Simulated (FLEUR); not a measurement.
# Ho (Fm-3m) in FLEUR: single point with PBE

Aim: the single point of Ho with PBE.

Program: FLEUR MaX-R8.1 (later development tree). These are calculated values, not measurements. Logs are shortened: lines on timing, memory, paths and dates and some standing lists are left out, and cuts for length are marked.

### 1 The crystal as given

It takes space group Fm-3m (No. 225, cubic). Conventional cell: a = 4.988 Å, b = 4.988 Å, c = 4.988 Å, α = 90.00°, β = 90.00°, γ = 90.00°. Around Ho (site symmetry m-3m) lie 12 Ho at 3.53 Å.

This isn't the form of Ho at room conditions, which is hcp.

### 2 Single point, PBE, collinear spin, ferromagnetic start

Input file inp.xml:

```xml
<?xml version="1.0" encoding="UTF-8" standalone="no"?>
<fleurInput fleurInputVersion="0.39">
   <comment>
      Ho                                                                                                  
   </comment>
   <calculationSetup>
      <cutoffs Kmax="4.1" Gmax="12.7" GmaxXC="12.7" numbands="0"/>
      <scfLoop itmax="60" minDistance="0.00001" maxIterBroyd="15" imix="Anderson" alpha="0.05" precondParam="0.0" spinf="2.0" sdNocoIR="T"/>
      <coreElectrons ctail="T" frcor="F" kcrel="0" coretail_lmax="0"/>
      <xcFunctional name="pbe" relativisticCorrections="F"/>
      <magnetism jspins="2"/>
      <soc l_soc="F" theta="0.0" phi="0.0" spav="F"/>
      <expertModes spex="0" secvar="F"/>
      <geometryOptimization l_f="T" forcealpha="1.0" forcemix="BFGS" epsdisp="0.0005" epsforce="0.0002"/>
      <ldaU l_linMix="F" mixParam="0.05" spinf="1.0"/>
   </calculationSetup>
   <cell>
      <bzIntegration valenceElectrons="21.0" mode="hist" fermiSmearingEnergy="0.00183747">
         <kPointListSelection listName="default-1"/>
         <!-- k-points included here -->
         <xi:include xmlns:xi="http://www.w3.org/2001/XInclude" href="kpts.xml"> </xi:include>
      </bzIntegration>
      <!-- symmetry operations included here -->
      <xi:include xmlns:xi="http://www.w3.org/2001/XInclude" href="sym.xml"> </xi:include>
      <bulkLattice scale="1.0">
         <bravaisMatrix>
            <row-1>    0.0000000000000000     4.7134405899863845     4.7134405899863845</row-1>
            <row-2>    4.7134405899863845     0.0000000000000000     4.7134405899863845</row-2>
            <row-3>    4.7134405899863845     4.7134405899863845     0.0000000000000000</row-3>
         </bravaisMatrix>
      </bulkLattice>
   </cell>
   <atomSpecies>
      <species name="Holmium (H5.500" element="Ho" atomicNumber="67">
         <mtSphere radius="2.66" gridPoints="879" logIncrement="0.015"/>
         <atomicCutoffs lmax="10" lnonsphr="10"/>
         <electronConfig flipSpins="F">
            <coreConfig>(1s1/2) (2s1/2) (2p1/2) (2p3/2) (3s1/2) (3p1/2) (3p3/2) (4s1/2) (3d3/2) (3d5/2) (4p1/2) (4p3/2) (4d3/2) (4d5/2)</coreConfig>
            <valenceConfig>(5s1/2) (5p1/2) (5p3/2) (6s1/2) (4f5/2) (4f7/2)</valenceConfig>
            <stateOccupation state="(4f5/2)" spinUp="3.0" spinDown="1.7142857142857"/>
            <stateOccupation state="(4f7/2)" spinUp="4.0" spinDown="2.2857142857143"/>
         </electronConfig>
         <energyParameters s="6" p="5" d="5" f="4"/>
         <lo type="SCLO" l="0" n="5" eDeriv="0"/>
         <lo type="HELO" l="1" n="6" eDeriv="0"/>
         <lo type="HELO" l="1" n="6" eDeriv="1"/>
         <lo type="SCLO" l="2" n="5" eDeriv="2"/>
         <lo type="SCLO" l="3" n="4" eDeriv="2"/>
      </species>
   </atomSpecies>
   <atomGroups>
      <atomGroup species="Holmium (H5.500">
         <relPos label="                   1">.0000000000 .0000000000 .0000000000</relPos>
         <force calculate="T" relaxXYZ="TTT"/>
      </atomGroup>
   </atomGroups>
   <output dos="F" band="F" slice="F">
      <checks vchk="F" cdinf="F"/>
      <bandDOS minEnergy="-.5*Htr" maxEnergy="0.5*Htr" sigma="0.015" storeEVData="T"/>
      <vacuumDOS vacdos="F" integ="F" star="F" nstars="0" locx1="0.0" locy1="0.0" locx2="0.0" locy2="0.0" nstm="0" tworkf="0.0"/>
      <unfoldingBand unfoldBand="F" supercellX="1" supercellY="1" supercellZ="1"/>
      <plotting iplot="0" polar="F">
         <plot TwoD="T" vec1="  1.0  0.0  0.0" vec2="  0.0  1.0  0.0" vec3="  0.0  0.0  1.0" zero="  0.0  0.0  0.0" file="plot"/>
      </plotting>
      <chargeDensitySlicing numkpt="0" minEigenval="0.0" maxEigenval="0.0" nnne="0" pallst="F"/>
      <specialOutput eonly="F"/>
      <moessbauerParams electricFieldGradient="T" isomerShift="T" coreHyperfine="T" valenceHyperfine="T"/>
      <magneticCircularDichroism mcd="F" energyLo="-10.0" energyUp="0.0"/>
   </output>
  <!-- We include the file relax.xml here to enable relaxations (see documentation) -->
  <xi:include xmlns:xi="http://www.w3.org/2001/XInclude" href="relax.xml"> <xi:fallback/> </xi:include>
</fleurInput>
```

Input file crystal.txt:

```
Ho
&input cartesian=F /
0.0000000000  2.4942453452  2.4942453452
2.4942453452  0.0000000000  2.4942453452
2.4942453452  2.4942453452  0.0000000000
1.8897261246
1.0 1.0 1.0

1
67 0.0000000000  0.0000000000  0.0000000000 : 5.500

&kpt div1=9 div2=9 div3=9 gamma=T /
```

Potentials or basis: all-electron, FLAPW.

Command:

```bash
> inpgen -f crystal.txt -profile fastHighL
> # inp.xml edited to the form shown
> fleur_MPI
```

Log:

```text
Welcome to FLEUR        (www.flapw.de)
      MaX-Release 8.1          (www.max-centre.eu)

 ========== k-point set info ==========
 Selected k-point list: default-1
 k-point list type: mesh
 9 x 9 x 9
 Number of k points: 35

 ------------Calculation Setup---------------------------
 Number of MPI-tasks      :            1
 Number of PE/node        :            1
 Number of OMP-threads    :            1
 Most efficient MPI parallelization for:
           1           5           7          35
 Additional eigenvalue parallelization possible
 Number of basis functions:          297
 Approximate size of matrices (H+S) per k-point:         0.001 GB
 --------------------------------------------------------
 Iteration:     1   Distance:     114.29288228 me/bohr^3
 Iteration:     2   Distance:      16.80699225 me/bohr^3
 Iteration:     3   Distance:      14.09757327 me/bohr^3
 Iteration:     4   Distance:       9.68499946 me/bohr^3
 Iteration:     5   Distance:       8.87727956 me/bohr^3
 Iteration:     6   Distance:       4.71656521 me/bohr^3
 Iteration:     7   Distance:      10.45483558 me/bohr^3
 Iteration:     8   Distance:       4.95661296 me/bohr^3
 Iteration:     9   Distance:       1.52691905 me/bohr^3
 Iteration:    10   Distance:       2.03947766 me/bohr^3
[... 9 lines left out ...]
 Iteration:    20   Distance:       0.02720578 me/bohr^3
 Iteration:    21   Distance:       0.00953185 me/bohr^3
 Iteration:    22   Distance:       0.00202492 me/bohr^3
 Iteration:    23   Distance:       0.00158917 me/bohr^3
 Iteration:    24   Distance:       0.00017734 me/bohr^3
 Iteration:    25   Distance:       0.00048744 me/bohr^3
 Iteration:    26   Distance:       0.00006214 me/bohr^3
 Iteration:    27   Distance:       0.00008078 me/bohr^3
 Iteration:    28   Distance:       0.00001978 me/bohr^3
 Iteration:    29   Distance:       0.00000842 me/bohr^3

 ********************************************************************
 Run finished successfully
 Stop message:
   Structural relaxation: Done
 ********************************************************************
```

Wall time 73 s (1 thread of Intel Xeon 6975P-C (Granite Rapids), shared host); peak memory 0.08 GiB.

What came out:

```yaml
Free_energy: -343640.3146 eV
Band_gap_on_the_k_mesh: none (metal or under the smearing width)
Net_moment: 3.42 μB per cell
Site_moments: Ho +3.50 μB
Valence_electrons_inside_the_program's_atomic_spheres: Ho 18.99 (radii Ho 2.66 bohr)
```

Levels at points of the mesh, in eV from the Fermi level:
Spin up:
| k point | band 8 | band 9 | band 10 | band 11 | band 12 | band 13 | band 14 | band 15 | band 16 | band 17 |
| --- | --- | --- | --- | --- | --- | --- | --- | --- | --- | --- |
| (0.00, 0.00, 0.00) | -2.80 | -2.71 | -2.59 | -2.59 | -2.59 | 2.46 | 2.46 | 2.46 | 4.82 | 4.82 |
Spin down:
| k point | band 5 | band 6 | band 7 | band 8 | band 9 | band 10 | band 11 | band 12 | band 13 | band 14 |
| --- | --- | --- | --- | --- | --- | --- | --- | --- | --- | --- |
| (0.00, 0.00, 0.00) | -5.01 | -0.22 | -0.05 | -0.05 | -0.05 | 0.13 | 0.13 | 0.13 | 2.69 | 2.69 |

Core levels (eV from the Fermi level):
| atom | levels |
| --- | --- |
| 1 Ho | 1s1/2 -55435.7, 2s1/2 -9266.2, 2p1/2 -8818.5, 2p3/2 -7961.5, 3s1/2 -2069.7, 3p1/2 -1873.9, 3p3/2 -1695.0, 4s1/2 -409.4, 3d3/2 -1359.6, 3d5/2 -1320.5, 4p1/2 -331.6, 4p3/2 -291.4, 4d3/2 -163.5, 4d5/2 -156.2 |

Caveat: the magnetic or orbital state may not be the lowest; spin-orbit coupling is left out, which moves the levels of the heavy elements.
